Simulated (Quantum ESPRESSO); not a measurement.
# Ge (Fd-3m) in Quantum ESPRESSO: settings compared

The runs below take Ge through band structure, single point, equation of state, with vdW-DF3-opt1, LDA.

Everything below comes from runs of Quantum ESPRESSO 7.5. Logs are shortened: lines on timing, memory, paths and dates and some standing lists are left out, and cuts for length are marked.

**Experimental background.**

“Electronic and optical properties of SixGe1-x-ySny alloys lattice-matched to Ge”, 2021, arxiv:2109.02782 reports, for a bulk crystal of Ge: band gap 0.807 eV (direct) at 300 K; band gap 0.666 eV (indirect) at 293 K.

From “Sub-monolayer structures of Ag overlayers on Ge(111): experimental observations and first-principles study”, 2019, arxiv:1908.00180, for a bulk crystal of Ge: bulk modulus 75.8 GPa.

The results are compared with them further down.

### 1 The structure

It takes space group Fd-3m (No. 227, cubic). The conventional cell has a = 5.658 Å, b = 5.658 Å, c = 5.658 Å, α = 90.00°, β = 90.00°, γ = 90.00°. Ge (site symmetry -43m) has 4 Ge at 2.45 Å as nearest neighbours.

### 2 Band structure, vdW-DF3-opt1

The input, pw.in:

```
&CONTROL
  calculation = 'scf'
  prefix = 'pwscf'
  outdir = './tmp'
  pseudo_dir = './pseudo'
  tprnfor = .true.
  tstress = .true.
  disk_io = 'low'
/
&SYSTEM
  ibrav = 0
  A = 4.00068289
  nat = 2
  ntyp = 1
  ecutwfc = 78
  nbnd = 21
  input_dft = 'vdw-df3-opt1'
  occupations = 'smearing'
  smearing = 'fd'
  degauss = 0.00367493
/
&ELECTRONS
  conv_thr = 4d-10
  electron_maxstep = 120
  mixing_beta = 0.5
/
ATOMIC_SPECIES
Ge    72.6300 Ge.upf
CELL_PARAMETERS alat
   0.0000000000    0.7071067810    0.7071067810
   0.7071067810    0.0000000000    0.7071067810
   0.7071067810    0.7071067810    0.0000000000
ATOMIC_POSITIONS alat
Ge     1.0606601714    1.0606601714    1.0606601714
Ge     0.7071067810    0.7071067810    0.7071067810
K_POINTS automatic
8 8 8 0 0 0
```

The input, bands.in:

```
&CONTROL
  calculation = 'bands'
  prefix = 'pwscf'
  outdir = './tmp'
  pseudo_dir = './pseudo'
  disk_io = 'low'
  verbosity = 'high'
/
&SYSTEM
  ibrav = 0
  A = 4.00068289
  nat = 2
  ntyp = 1
  ecutwfc = 78
  nbnd = 21
  input_dft = 'vdw-df3-opt1'
  occupations = 'smearing'
  smearing = 'fd'
  degauss = 0.00367493
/
&ELECTRONS
  conv_thr = 1d-08
  electron_maxstep = 120
  mixing_beta = 0.5
  diago_full_acc = .true.
/
ATOMIC_SPECIES
Ge    72.6300 Ge.upf
CELL_PARAMETERS alat
   0.0000000000    0.7071067810    0.7071067810
   0.7071067810    0.0000000000    0.7071067810
   0.7071067810    0.7071067810    0.0000000000
ATOMIC_POSITIONS alat
Ge     1.0606601714    1.0606601714    1.0606601714
Ge     0.7071067810    0.7071067810    0.7071067810
K_POINTS crystal
60
 0.0000000000  0.0000000000  0.0000000000 1
 0.0625000000  0.0000000000  0.0625000000 1
 0.1250000000  0.0000000000  0.1250000000 1
 0.1875000000  0.0000000000  0.1875000000 1
 0.2500000000  0.0000000000  0.2500000000 1
 0.3125000000  0.0000000000  0.3125000000 1
 0.3750000000  0.0000000000  0.3750000000 1
 0.4375000000  0.0000000000  0.4375000000 1
 0.5000000000  0.0000000000  0.5000000000 1
 0.5000000000  0.0625000000  0.5625000000 1
 0.5000000000  0.1250000000  0.6250000000 1
 0.5000000000  0.1875000000  0.6875000000 1
 0.5000000000  0.2500000000  0.7500000000 1
 0.4375000000  0.3125000000  0.7500000000 1
 0.3750000000  0.3750000000  0.7500000000 1
 0.3375000000  0.3375000000  0.6750000000 1
 0.3000000000  0.3000000000  0.6000000000 1
 0.2625000000  0.2625000000  0.5250000000 1
 0.2250000000  0.2250000000  0.4500000000 1
 0.1875000000  0.1875000000  0.3750000000 1
 0.1500000000  0.1500000000  0.3000000000 1
 0.1125000000  0.1125000000  0.2250000000 1
 0.0750000000  0.0750000000  0.1500000000 1
 0.0375000000  0.0375000000  0.0750000000 1
 0.0000000000  0.0000000000  0.0000000000 1
 0.0625000000  0.0625000000  0.0625000000 1
 0.1250000000  0.1250000000  0.1250000000 1
 0.1875000000  0.1875000000  0.1875000000 1
 0.2500000000  0.2500000000  0.2500000000 1
 0.3125000000  0.3125000000  0.3125000000 1
 0.3750000000  0.3750000000  0.3750000000 1
 0.4375000000  0.4375000000  0.4375000000 1
 0.5000000000  0.5000000000  0.5000000000 1
 0.5250000000  0.4500000000  0.5250000000 1
 0.5500000000  0.4000000000  0.5500000000 1
 0.5750000000  0.3500000000  0.5750000000 1
 0.6000000000  0.3000000000  0.6000000000 1
 0.6250000000  0.2500000000  0.6250000000 1
 0.5833333333  0.2500000000  0.6666666667 1
 0.5416666667  0.2500000000  0.7083333333 1
 0.5000000000  0.2500000000  0.7500000000 1
 0.5000000000  0.2857142857  0.7142857143 1
 0.5000000000  0.3214285714  0.6785714286 1
 0.5000000000  0.3571428571  0.6428571429 1
 0.5000000000  0.3928571429  0.6071428571 1
 0.5000000000  0.4285714286  0.5714285714 1
 0.5000000000  0.4642857143  0.5357142857 1
 0.5000000000  0.5000000000  0.5000000000 1
 0.4821428571  0.4821428571  0.5357142857 1
 0.4642857143  0.4642857143  0.5714285714 1
 0.4464285714  0.4464285714  0.6071428571 1
 0.4285714286  0.4285714286  0.6428571429 1
 0.4107142857  0.4107142857  0.6785714286 1
 0.3928571429  0.3928571429  0.7142857143 1
 0.3750000000  0.3750000000  0.7500000000 1
 0.6250000000  0.2500000000  0.6250000000 1
 0.5937500000  0.1875000000  0.5937500000 1
 0.5625000000  0.1250000000  0.5625000000 1
 0.5312500000  0.0625000000  0.5312500000 1
 0.5000000000  0.0000000000  0.5000000000 1
```

Potentials or basis: PseudoDojo 0.4.1 SR PBE standard.

Command:

```
$ OMP_NUM_THREADS=1 pw.x -in pw.in > pw.out
$ OMP_NUM_THREADS=1 pw.x -in bands.in > bands.out
```

pw.out:

```text
This program is part of the open-source Quantum ESPRESSO suite
     for quantum simulation of materials; please cite
         "P. Giannozzi et al., J. Phys.:Condens. Matter 21 395502 (2009);
         "P. Giannozzi et al., J. Phys.:Condens. Matter 29 465901 (2017);
         "P. Giannozzi et al., J. Chem. Phys. 152 154105 (2020);
     in publications or presentations arising from this work. More details at

     IMPORTANT: XC functional enforced from input :
     Exchange-correlation= VDW-DF3-OPT1
                           (   1   4  45   0   3   0   0)
     Any further DFT definition will be discarded
     Please, verify this is what you really want

     Message from routine setup:
     using ibrav=0 with symmetry is DISCOURAGED, use correct ibrav instead

     G-vector sticks info
     --------------------
     sticks:   dense  smooth     PW     G-vecs:    dense   smooth      PW
     Sum        1237    1237    361                28475    28475    4573

     Using Slab Decomposition

     bravais-lattice index     =            0
     lattice parameter (alat)  =       7.5602  a.u.
     unit-cell volume          =     305.5512 (a.u.)^3
     number of atoms/cell      =            2
     number of atomic types    =            1
     number of electrons       =        28.00
     number of Kohn-Sham states=           21
     kinetic-energy cutoff     =      78.0000  Ry
     charge density cutoff     =     312.0000  Ry
     scf convergence threshold =      4.0E-10
     mixing beta               =       0.5000
     number of iterations used =            8  plain     mixing
     Exchange-correlation= VDW-DF3-OPT1
                           (   1   4  45   0   3   0   0)

     celldm(1)=   7.560195  celldm(2)=   0.000000  celldm(3)=   0.000000
     celldm(4)=   0.000000  celldm(5)=   0.000000  celldm(6)=   0.000000

     crystal axes: (cart. coord. in units of alat)
               a(1) = (   0.000000   0.707107   0.707107 )
               a(2) = (   0.707107   0.000000   0.707107 )
               a(3) = (   0.707107   0.707107   0.000000 )

     reciprocal axes: (cart. coord. in units 2 pi/alat)
               b(1) = ( -0.707107  0.707107  0.707107 )
               b(2) = (  0.707107 -0.707107  0.707107 )
               b(3) = (  0.707107  0.707107 -0.707107 )

     PseudoPot. # 1 for Ge read from file:
     Ge.upf
     Pseudo is Norm-conserving + core correction, Zval = 14.0
     Generated using ONCVPSP code by D. R. Hamann
     Using radial grid of 1560 points,  6 beta functions with:
                l(1) =   0
                l(2) =   0
                l(3) =   1
                l(4) =   1
                l(5) =   2
                l(6) =   2

     atomic species   valence    mass     pseudopotential
     Ge               14.00    72.63000     Ge( 1.00)

     48 Sym. Ops., with inversion, found (24 have fractional translation)

   Cartesian axes

     site n.     atom                  positions (alat units)
         1        Ge     tau(   1) = (   1.0606602   1.0606602   1.0606602  )
         2        Ge     tau(   2) = (   0.7071068   0.7071068   0.7071068  )

     number of k points=    29  Fermi-Dirac smearing, width (Ry)=  0.0037
                       cart. coord. in units 2pi/alat
        k(    1) = (   0.0000000   0.0000000   0.0000000), wk =   0.0039062
        k(    2) = (   0.0883883   0.0883883  -0.0883883), wk =   0.0312500
        k(    3) = (   0.1767767   0.1767767  -0.1767767), wk =   0.0312500
        k(    4) = (   0.2651650   0.2651650  -0.2651650), wk =   0.0312500
        k(    5) = (  -0.3535534  -0.3535534   0.3535534), wk =   0.0156250
        k(    6) = (   0.1767767   0.0000000   0.0000000), wk =   0.0234375
[... 21 lines left out ...]
        k(   28) = (  -0.7071068   0.1767767   0.0000000), wk =   0.0468750
        k(   29) = (  -0.7071068   0.3535534   0.0000000), wk =   0.0234375

     Dense  grid:    28475 G-vectors     FFT dimensions: (  48,  48,  48)

     Initial potential from superposition of free atoms

     starting charge      27.9984, renormalised to      28.0000

     %%%%%%%%%%%%%%%%%%%%%%%%%%%%%%%%%%%%%%%%%%%%%%%%%%%%%%%%%%%%%%%%%%%%%%%%
     %                                                                      %
     % You are using vdW-DF, which was implemented by the Thonhauser group. %
     % Please cite the following two papers that made this development      %
     % possible and the two reviews that describe the various versions:     %
     %                                                                      %
     %   T. Thonhauser et al., PRL 115, 136402 (2015).                      %
     %   T. Thonhauser et al., PRB 76, 125112 (2007).                       %
     %   K. Berland et al., Rep. Prog. Phys. 78, 066501 (2015).             %
     %   D.C. Langreth et al., J. Phys.: Condens. Matter 21, 084203 (2009). %
     %                                                                      %
     % If you are calculating stress with vdW-DF, please also cite:         %
     %                                                                      %
     %   R. Sabatini et al., J. Phys.: Condens. Matter 24, 424209 (2012).   %
     %                                                                      %
     %%%%%%%%%%%%%%%%%%%%%%%%%%%%%%%%%%%%%%%%%%%%%%%%%%%%%%%%%%%%%%%%%%%%%%%%

     %%%%%%%%%%%%%%%%%%%%%%%%%%%%%%%%%%%%%%%%%%%%%%%%%%%%%%%%%%%%%%%%%%%%%%%%
     %                                                                      %
     %  vdW-DF NEWS:                                                        %
     %                                                                      %
     %  * vdW-DF3 is now available. DOI: 10.1021/acs.jctc.0c00471           %
     %    use with input_dft = 'vdW-DF3-opt1' or 'vdW-DF3-opt2'             %
     %                                                                      %
     %  * Unscreened and range-separated hybrid vdW-DF-cx functionals       %
     %    DOI: 10.1063/1.4986522 and 10.1088/1361-648X/ac2ad2               %
     %    use with input_dft = 'vdW-DF-cx0'    and 'vdW-DF-ahcx'            %
     %  * Unscreened and range-separated hybrid vdW-DF2-b86r functionals    %
     %    DOI: 10.1063/1.4986522 and DOI: 10.1103/PhysRevX.12.041003        %
     %    use with input_dft = 'vdW-DF2-br0' and 'vdW-DF2-ahbr'             %
     %                                                                      %
     %%%%%%%%%%%%%%%%%%%%%%%%%%%%%%%%%%%%%%%%%%%%%%%%%%%%%%%%%%%%%%%%%%%%%%%%

     Starting wfcs are   18 randomized atomic wfcs +    3 random wfcs

     Self-consistent Calculation

     iteration #  1     ecut=    78.00 Ry     beta= 0.50
     Davidson diagonalization with overlap
     ethr =  1.00E-02,  avg # of iterations =  5.3

     Threshold (ethr) on eigenvalues was too large:
     Diagonalizing with lowered threshold

     Davidson diagonalization with overlap
     ethr =  1.52E-04,  avg # of iterations =  3.0

     total energy              =    -356.87362981 Ry
     estimated scf accuracy    <       0.04368924 Ry

     iteration #  2     ecut=    78.00 Ry     beta= 0.50
     Davidson diagonalization with overlap
     ethr =  1.56E-04,  avg # of iterations =  1.0

     total energy              =    -356.87251230 Ry
     estimated scf accuracy    <       0.00732945 Ry

     iteration #  3     ecut=    78.00 Ry     beta= 0.50
     Davidson diagonalization with overlap
     ethr =  2.62E-05,  avg # of iterations =  2.5

     total energy              =    -356.87317664 Ry
     estimated scf accuracy    <       0.00013198 Ry
[... 26 lines left out ...]
     total energy              =    -356.87320200 Ry
     estimated scf accuracy    <       0.00000004 Ry

     iteration #  8     ecut=    78.00 Ry     beta= 0.50
     Davidson diagonalization with overlap
     ethr =  1.52E-10,  avg # of iterations =  2.0

     total energy              =    -356.87320201 Ry
     estimated scf accuracy    <          3.2E-09 Ry

     iteration #  9     ecut=    78.00 Ry     beta= 0.50
     Davidson diagonalization with overlap
     ethr =  1.16E-11,  avg # of iterations =  2.0

     End of self-consistent calculation

          k = 0.0000 0.0000 0.0000 (  3527 PWs)   bands (ev):

   -15.3338 -15.3338 -15.3338 -15.2971 -15.2971 -15.0811 -15.0811 -15.0811
   -15.0678 -15.0678  -3.4854   9.1156   9.3363   9.3363   9.3363  11.8894
    11.8894  11.8894  15.7289  18.9186  18.9186

          k = 0.0884 0.0884-0.0884 (  3575 PWs)   bands (ev):

   -15.3421 -15.3421 -15.3313 -15.2855 -15.2855 -15.0935 -15.0935 -15.0841
   -15.0572 -15.0572  -3.2960   6.8930   9.0027   9.0027  10.2523  12.3345
    12.3345  12.7792  16.6595  18.0095  18.0095

          k = 0.1768 0.1768-0.1768 (  3584 PWs)   bands (ev):

   -15.3524 -15.3524 -15.3250 -15.2679 -15.2679 -15.1077 -15.1077 -15.0915
   -15.0466 -15.0466  -2.7467   4.5548   8.4564   8.4564   9.9014  12.9685
    12.9685  14.8816  17.3650  17.7532  17.7532
[... 145 lines left out ...]
          k =-0.7071 0.1768 0.0000 (  3542 PWs)   bands (ev):

   -15.3763 -15.3763 -15.2616 -15.2616 -15.1814 -15.1814 -15.1377 -15.1377
   -15.0183 -15.0183   0.4263   0.4263   5.8137   5.8137  11.2706  11.2706
    16.8925  16.8925  20.3472  20.3472  22.2660

          k =-0.7071 0.3536 0.0000 (  3552 PWs)   bands (ev):

   -15.3826 -15.3826 -15.2377 -15.2377 -15.1877 -15.1877 -15.1547 -15.1547
   -15.0127 -15.0127   0.4744   0.4744   5.4535   5.4535  13.6005  13.6005
    14.0778  14.0778  20.3086  20.3086  22.3416

     the Fermi energy is     9.3260 ev

!    total energy              =    -356.87320201 Ry
     estimated scf accuracy    <          3.5E-10 Ry
     smearing contrib. (-TS)   =      -0.00006644 Ry
     internal energy E=F+TS    =    -356.87313557 Ry

     The total energy is F=E-TS. E is the sum of the following terms:
     one-electron contribution =    -183.03230008 Ry
     hartree contribution      =     110.45118367 Ry
     xc contribution           =     -86.79126097 Ry
     ewald contribution        =    -197.50075819 Ry

     convergence has been achieved in   9 iterations

     Forces acting on atoms (cartesian axes, Ry/au):

     atom    1 type  1   force =    -0.00000000   -0.00000000    0.00000000
     atom    2 type  1   force =     0.00000000    0.00000000   -0.00000000

     Total force =     0.000000     Total SCF correction =     0.000000

     Computing stress (Cartesian axis) and pressure

          total   stress  (Ry/bohr**3)                   (kbar)     P=        6.23
   0.00004235  -0.00000000  -0.00000000            6.23       -0.00       -0.00
  -0.00000000   0.00004235  -0.00000000           -0.00        6.23       -0.00
  -0.00000000  -0.00000000   0.00004235           -0.00       -0.00        6.23

=------------------------------------------------------------------------------=
   JOB DONE.
=------------------------------------------------------------------------------=
```

It took 3.8 min on 1 thread of AMD EPYC 7B13 (Zen 3), shared host; peak memory 0.16 GiB.

What came out:

| Property | Result |
| --- | --- |
| Free energy | -4855.5073 eV |
| Pressure | 0.6 GPa |
| Band gap on the k mesh | none (metal or under the smearing width) |

Levels at the corners of the path, in eV from the Fermi level:
```tsv
point	band 10	band 11	band 12	band 13	band 14	band 15	band 16	band 17	band 18	band 19
Γ	-24.39	-12.81	-0.21	0.01	0.01	0.01	2.56	2.56	2.56	6.40
X	-24.35	-8.95	-8.95	-3.05	-3.05	0.76	0.76	9.41	9.41	11.51
W	-24.34	-8.85	-8.85	-3.87	-3.87	4.27	4.27	4.75	4.75	10.98
K	-24.34	-9.42	-8.36	-4.30	-2.61	1.16	4.08	7.14	7.35	8.18
Γ	-24.39	-12.81	-0.21	0.01	0.01	0.01	2.56	2.56	2.56	6.40
L	-24.37	-10.74	-7.63	-1.39	-1.39	0.09	3.78	3.78	7.15	10.53
U	-24.34	-9.42	-8.36	-4.30	-2.61	1.16	4.08	7.14	7.35	8.18
W	-24.34	-8.85	-8.85	-3.87	-3.87	4.27	4.27	4.75	4.75	10.98
L	-24.37	-10.74	-7.63	-1.39	-1.39	0.09	3.78	3.78	7.15	10.53
K	-24.34	-9.42	-8.36	-4.30	-2.61	1.16	4.08	7.14	7.35	8.18
U	-24.34	-9.42	-8.36	-4.30	-2.61	1.16	4.08	7.14	7.35	8.18
X	-24.35	-8.95	-8.95	-3.05	-3.05	0.76	0.76	9.41	9.41	11.51
```

Caveat: the potentials were made for another functional, which shifts forces and pressure; this crystal is a semiconductor, whose small gap the functional closes, so the metal is an error of the method.

[end of part 1 of 3]
